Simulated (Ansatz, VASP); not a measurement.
# As: VASP beside Ansatz

```xyz
1
Lattice="2.6725 0.0000 0.0000 0.0000 2.6725 0.0000 0.0000 0.0000 2.6725" Properties=species:S:1:pos:R:3 pbc="T T T"
As    0.0000    0.0000    0.0000
```

Alike in both runs: functional LDA; k mesh 15 × 15 × 15; occupations fermi-dirac, width 0.08 eV; no spin polarisation.

Ansatz relaxed the structure, and its values are those at the end. VASP's run is a single point on that final structure, the one shown.

|  | VASP | Ansatz |
| --- | --- | --- |
| version | VASP 6.6.1 | Ansatz 0.2.0 |
| potentials or method | VASP PAW LDA potentials, release 64 (As) | PAW with Ansatz's default frozen-core files, scalar-relativistic |
| plane-wave cutoff (eV) | 520 | 420 |
| valence electrons in the cell | 5 | 15 |

```tsv
	VASP	Ansatz	Ansatz less VASP
pressure (GPa)	0.4	0.0	-0.38
```

The two sets of potentials don't hold the same shells in valence.
